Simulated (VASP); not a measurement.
# CoO (R3m) in VASP: single point with RPBE

Aim: the single point of CoO with RPBE.

Program: VASP 6.6.1. These are calculated values, not measurements. Logs are shortened: lines on timing, memory, paths and dates and some standing lists are left out, and cuts for length are marked.

## 1. Starting point

It takes space group R3m (No. 160, trigonal). Conventional cell: a = 3.204 Å, b = 3.204 Å, c = 7.699 Å, α = 90.00°, β = 90.00°, γ = 120.00°. Co (site symmetry 3m) is surrounded by 4 O at 1.91 to 1.96 Å. O (site symmetry 3m) is surrounded by 4 Co at 1.91 to 1.96 Å.

Measurements of this composition are mostly on another form, of space group No. 225.

## 2. Single point, RPBE, collinear spin, typed start

INCAR

```
  PREC = Accurate
  ENCUT = 520
  EDIFF = 1E-6
  ISMEAR = -5
  SIGMA = 0.1
  LREAL = F
  LASPH = T
  NELM = 150
  ALGO = Normal
  ISIF = 2
  LWAVE = F
  LCHARG = T
  ISPIN = 2
  MAGMOM = 2 0
  LORBIT = 11
  LMAXMIX = 4
  GGA = RP
  LELF = T
  LVHAR = T
  NBANDS = 18
```

KPOINTS

```
Automatic mesh
0
Gamma
  10 10 10
```

POSCAR

```
CoO
1.0
    1.6022198417      0.9250420569      2.5664708903
   -1.6022198417      0.9250420569      2.5664708903
    0.0000000000     -1.8500841138      2.5664708903
Co O
1 1
Direct
    0.9989783200      0.9989783200      0.9989783200
    0.7510210300      0.7510210300      0.7510210300
```

Potentials or basis: VASP PAW PBE potentials, release 64 (Co, O).

Started as:

```bash
> cat potpaw_PBE.64/Co/POTCAR potpaw_PBE.64/O/POTCAR > POTCAR
> mpirun -np 1 vasp_std > vasp.out
```

OUTCAR:

```text
PREC = Accurate
   ENCUT = 520
   EDIFF = 1E-6
   ISMEAR = -5
   LREAL = F
   LASPH = T
   NELM = 150
   ISIF = 2
   ISPIN = 2
   LORBIT = 11
   GGA = RP

 ion  position               nearest neighbor table
   1  0.999  0.999  0.999-   2 1.91   2 1.96   2 1.96   2 1.96
   2  0.751  0.751  0.751-   1 1.91   1 1.96   1 1.96   1 1.96

  LATTYP: Found a trigonal (rhomboedric) cell.
 ALAT       =     3.1637926700
 COS(alpha) =     0.4870699110

  Lattice vectors:

 A1 = (   1.6022198417,   0.9250420569,   2.5664708903)
 A2 = (  -1.6022198417,   0.9250420569,   2.5664708903)
 A3 = (   0.0000000000,  -1.8500841138,   2.5664708903)

Analysis of symmetry for initial positions (statically):
=====================================================================
 Subroutine PRICEL returns:
 Original cell was already a primitive cell.

 Routine SETGRP: Setting up the symmetry group for a
 trigonal (rhombohedral) supercell.

 Subroutine GETGRP returns: Found  6 space group operations
 (whereof  6 operations were pure point group operations)
 out of a pool of 12 trial point group operations.

The static configuration has the point symmetry C_3v.

Analysis of symmetry for dynamics (positions and initial velocities):
=====================================================================
 Subroutine PRICEL returns:
 Original cell was already a primitive cell.

 Routine SETGRP: Setting up the symmetry group for a
 trigonal (rhombohedral) supercell.

 Subroutine GETGRP returns: Found  6 space group operations
 (whereof  6 operations were pure point group operations)
 out of a pool of 12 trial point group operations.

The dynamic configuration has the point symmetry C_3v.

Analysis of structural, dynamic, and magnetic symmetry:
=====================================================================
 Subroutine PRICEL returns:
 Original cell was already a primitive cell.

 Routine SETGRP: Setting up the symmetry group for a
 trigonal (rhombohedral) supercell.

 Subroutine GETGRP returns: Found  6 space group operations
 (whereof  6 operations were pure point group operations)
 out of a pool of 12 trial point group operations.

The overall configuration has the point symmetry C_3v.

 Subroutine INISYM returns: Found  6 space group operations
 (whereof  6 operations are pure point group operations),
 and found     1 'primitive' translations

----------------------------------------------------------------------------------------

                                     Primitive cell

  volume of cell :      22.8229

  direct lattice vectors                    reciprocal lattice vectors
     1.602219842  0.925042057  2.566470890     0.312067038  0.180171988  0.129880037
    -1.602219842  0.925042057  2.566470890    -0.312067038  0.180171988  0.129880037
     0.000000000 -1.850084114  2.566470890     0.000000000 -0.360343977  0.129880037

  length of vectors
     3.163792670  3.163792670  3.163792670     0.383036037  0.383036037  0.383036037

  position of ions in fractional coordinates (direct lattice)
     0.998978320  0.998978320  0.998978320
     0.751021030  0.751021030  0.751021030

  ion indices of the primitive-cell ions
   primitive index   ion index
                 1           1
                 2           2

----------------------------------------------------------------------------------------

 KPOINTS: Automatic mesh

Automatic generation of k-mesh.
 Grid dimensions read from file:
 generate k-points for:   10   10   10

 Generating k-lattice:

  Cartesian coordinates                     Fractional coordinates (reciprocal lattice)
     0.031206704  0.018017199  0.012988004     0.100000000  0.000000000  0.000000000
    -0.031206704  0.018017199  0.012988004     0.000000000  0.100000000  0.000000000
     0.000000000 -0.036034398  0.012988004     0.000000000  0.000000000  0.100000000

  Length of vectors
     0.038303604  0.038303604  0.038303604

  Shift w.r.t. Gamma in fractional coordinates (k-lattice)
     0.000000000  0.000000000  0.000000000

 TETIRR: Found    500 inequivalent tetrahedra from     6000

 Subroutine IBZKPT returns following result:
 ===========================================

 Found    116 irreducible k-points:

 Following reciprocal coordinates:
            Coordinates               Weight
  0.000000  0.000000  0.000000      1.000000
  0.100000  0.000000 -0.000000      6.000000
  0.200000  0.000000 -0.000000      6.000000
  0.300000  0.000000  0.000000      6.000000
  0.400000 -0.000000 -0.000000      6.000000
  0.500000  0.000000 -0.000000      3.000000
[... 16 lines left out ...]
  0.300000  0.300000  0.000000      6.000000
  0.400000  0.300000  0.000000     12.000000
 [... further k-points ...]
   k-points           NKPTS =    116   k-points in BZ     NKDIM =    116   number of bands    NBANDS=     18
   number of dos      NEDOS =    301   number of ions     NIONS =      2
   total plane-waves  NPLWV =  13824
   dimension x,y,z NGX =    24 NGY =   24 NGZ =   24
   dimension x,y,z NGXF=    48 NGYF=   48 NGZF=   48
   ions per type =               1   1
   NGX,Y,Z   is equivalent  to a cutoff of  12.61, 12.61, 12.61 a.u.
   NGXF,Y,Z  is equivalent  to a cutoff of  25.22, 25.22, 25.22 a.u.
 SYSTEM =  unknown system
   PREC   = accura    normal or accurate (medium, high low for compatibility)
   ISTART =      0    job   : 0-new  1-cont  2-samecut
   ICHARG =      2    charge: 1-file 2-atom 10-const
   ISPIN  =      2    spin polarized calculation?
   LNONCOLLINEAR =      F non collinear calculations
   LSORBIT =      F    spin-orbit coupling
   LASPH  =      T    aspherical Exc in radial PAW
   ENCUT  =  520.0 eV  38.22 Ry    6.18 a.u.   5.88  5.88  5.88*2*pi/ulx,y,z
   NELM   =    150;   NELMIN=  2; NELMDL= -5     # of ELM steps
   EDIFF  = 0.1E-05   stopping-criterion for ELM
   LREAL  =      F    real-space projection
   EDIFFG = 0.1E-04   stopping-criterion for IOM
   NSW    =      0    number of steps for IOM
   IBRION =     -1    ionic relax: 0-MD 1-quasi-New 2-CG
   NFREE  =      0    steps in history (QN), initial steepest desc. (CG)
   ISIF   =      2    stress and relaxation
   ISYM   =      2    0-nonsym 1-usesym 2-fastsym
   POTIM  = 0.5000    time-step for ionic-motion
   TEBEG  =    0.0;   TEEND  =   0.0 temperature during run
   PSTRESS=    0.0 pullay stress
   NELECT =      15.0000    total number of electrons
   NUPDOWN=      -1.0000    fix difference up-down
   EMIN   =  10.00;   EMAX   =-10.00  energy-range for DOS
   EFERMI =   0.00;   METHOD = LEGACY
   ISMEAR =    -5;   SIGMA  =   0.10  broadening in eV -4-tet -1-fermi 0-gaus
   EFERMI_NEDOS =   21; number of points for ismear=-14 and -15
   IALGO  =     38    algorithm
   IMIX   =      4    mixing-type and parameters
     AMIX     =   0.40;   BMIX     =  1.00
     AMIX_MAG =   1.60;   BMIX_MAG =  1.00
  volume/ion in A,a.u.               =      11.41        77.01
  Fermi-wavevector in a.u.,A,eV,Ry     =   1.423360  2.689761 27.564786  2.025955
  Thomas-Fermi vector in A             =   2.543966
   LORBIT       =     11    0 simple, 1 ext, 2 COOP (PROOUT), +10 PAW based schemes
   GGA     = RP    functional components
   LHFCALC =     F    Hartree Fock is set to
   AEXX    =    0.0000 exact exchange contribution
   IVDW    =     0    specifies the selected vdW correction
   LEPSILON=     F    determine dielectric tensor
   LRPA    =     F    only Hartree local field effects (RPA)
 spin polarized calculation
 Fermi weights with tetrahedron method with Bloechl corrections
  energy-cutoff  :      520.00
  volume of cell :       22.82
 maximum number of plane-waves:       628
   NGX = 11   NGY = 11   NGZ = 11

 number of electron      15.0000010 magnetization       2.8580648

 Free energy of the ion-electron system (eV)
  ---------------------------------------------------
  ext. energy  EPLUGINS =         0.00000000
  ---------------------------------------------------
  free energy    TOTEN  =       -12.52930266 eV

  energy without entropy =      -12.52930266  energy(sigma->0) =      -12.52930266

 E-fermi :   6.2111     XC(G=0): -10.9962

 val. band max:        6.4016881727   @ k =   0.0000   0.0000   0.0000
 cond. band min:       6.2017580069   @ k =  -0.4000   0.4000   0.1000
 fundamental gap:     -0.1999301658
 Fermi energy:         6.2110602686

 spin component 1

 k-point     1 :       0.0000    0.0000    0.0000
  band No.  band energies     occupation
      1     -13.8942      1.00000
      2      -0.0105      1.00000
      3       0.0467      1.00000
      4       0.0467      1.00000
      5       3.9506      1.00000
      6       3.9506      1.00000
[... 10 lines left out ...]
     17      26.9481      0.00000
     18      29.0354      0.00000
[... 463 lines left out ...]
 k-point    24 :       0.4000    0.3000    0.0000
  band No.  band energies     occupation
      1     -13.2530      1.00000
      2      -0.8072      1.00000
      3       0.6391      1.00000
      4       0.6613      1.00000
      5       3.2126      1.00000
      6       4.1639      1.00000
[... 10 lines left out ...]
     17      32.9878      0.00000
     18      34.8914      0.00000

 [... further k-points ...]

 spin component 2

 k-point     1 :       0.0000    0.0000    0.0000
  band No.  band energies     occupation
      1     -13.3400      1.00000
      2       1.2663      1.00000
      3       1.3483      1.00000
      4       1.3483      1.00000
      5       5.6675      1.00000
      6       5.6675      1.00000
[... 10 lines left out ...]
     17      27.4334      0.00000
     18      29.4230      0.00000
[... 463 lines left out ...]
 k-point    24 :       0.4000    0.3000    0.0000
  band No.  band energies     occupation
      1     -12.6606      1.00000
      2      -0.0916      1.00000
      3       1.5989      1.00000
      4       1.6369      1.00000
      5       5.3397      1.00000
      6       5.9622      1.00000
[... 10 lines left out ...]
     17      33.4936      0.00000
     18      35.4067      0.00000

 [... further k-points ...]

------------------------ aborting loop because EDIFF is reached ----------------------------------------

  FORCE on cell =-STRESS in cart. coord.  units (eV):
  Direction    XX          YY          ZZ          XY          YZ          ZX
  --------------------------------------------------------------------------------------
  -------------------------------------------------------------------------------------
  Total        0.6081362      0.6081362      1.4275474      0.0000000      0.0000000      0.0000000
  in kB       42.6913833     42.6913833    100.2143550      0.0000000      0.0000000      0.0000000
  external PRESSURE =      61.8657072 kB  Pullay stress =       0.0000000 kB

 VOLUME and BASIS-vectors are now :
 -----------------------------------------------------------------------------
  energy-cutoff  :      520.00
  volume of cell :       22.82
      direct lattice vectors                 reciprocal lattice vectors
     1.602219842  0.925042057  2.566470890     0.312067038  0.180171988  0.129880037
    -1.602219842  0.925042057  2.566470890    -0.312067038  0.180171988  0.129880037
     0.000000000 -1.850084114  2.566470890     0.000000000 -0.360343977  0.129880037

 POSITION                                       TOTAL-FORCE (eV/Angst)
 -----------------------------------------------------------------------------------
      0.00000      0.00000      7.69155         0.000000      0.000000      0.291851
      0.00000      0.00000      5.78242         0.000000     -0.000000     -0.291851
 -----------------------------------------------------------------------------------
    total drift:                               -0.000000      0.000000      0.000014

  FREE ENERGIE OF THE ION-ELECTRON SYSTEM (eV)
  ---------------------------------------------------
  free  energy   TOTEN  =       -12.5293026556 eV

  energy  without entropy=      -12.5293026556  energy(sigma->0) =      -12.52930266

 total charge

# of ion       s       p       d       tot
------------------------------------------
    1        0.347   0.451   7.203   8.001
    2        1.557   3.455   0.000   5.012
--------------------------------------------------
tot          1.904   3.906   7.203  13.013

 magnetization (x)

# of ion       s       p       d       tot
------------------------------------------
    1        0.019   0.052   2.381   2.452
    2        0.021   0.292   0.000   0.314
--------------------------------------------------
tot          0.041   0.344   2.381   2.766
```

Wall time 37 s (1 thread of Intel Xeon 6975P-C (Granite Rapids), shared host); peak memory 0.19 GiB.

Results:

| Item | Value |
| --- | --- |
| Free energy | -12.5293 eV |
| Pressure | 6.2 GPa |
| Largest force | 0.292 eV/Å |
| Band gap on the k mesh | none (metal or under the smearing width) |
| Net moment | 2.86 μB per cell |
| Site moments | Co +2.45; O +0.31 μB |
| Valence electrons inside the program's atomic spheres | Co 8.00; O 5.01 |

Forces on the atoms (eV/Å):
```
Co   0.000  0.000  0.292
O    0.000  0.000 -0.292
```

Levels at points of the mesh, in eV from the Fermi level:
Spin up:
```
           k point  band 6  band 7  band 8  band 9  band 10  band 11  band 12  band 13
(0.00, 0.00, 0.00)   -2.26    0.19    0.21    0.21     0.38    14.12    14.12    14.70
(0.50, 0.00, 0.00)   -2.21   -2.21   -0.56   -0.52     5.84     6.99    13.62    13.97
(0.50, 0.50, 0.00)   -1.98   -1.89   -1.75   -1.55     5.23    10.05    11.28    14.25
(0.50, 0.50, 0.50)   -2.24   -2.24   -0.68   -0.68     5.81     7.31    13.52    13.52
```
Spin down:
| k point | band 4 | band 5 | band 6 | band 7 | band 8 | band 9 |
| --- | --- | --- | --- | --- | --- | --- |
| (0.00, 0.00, 0.00) | -4.86 | -0.54 | -0.54 | 0.77 | 2.72 | 2.72 |
| (0.50, 0.00, 0.00) | -4.69 | -0.32 | -0.29 | 0.41 | 1.87 | 1.90 |
| (0.50, 0.50, 0.00) | -4.40 | -0.66 | -0.17 | 0.02 | 1.05 | 1.12 |
| (0.50, 0.50, 0.50) | -4.64 | -0.27 | -0.27 | 0.25 | 1.75 | 1.75 |

Caveat: the PAW data sets were made with another functional, which shifts forces and pressure a little; a cell with one magnetic atom can't hold antiferromagnetic order, which such compounds often take; semilocal functionals often make such compounds metallic where correlation or magnetic order opens a gap, which also shifts bond lengths; tetrahedron occupations give inexact forces and stress in metals. With open d or f shells a metallic result of RPBE can be an artefact of self-interaction; +U or a hybrid may open a gap.
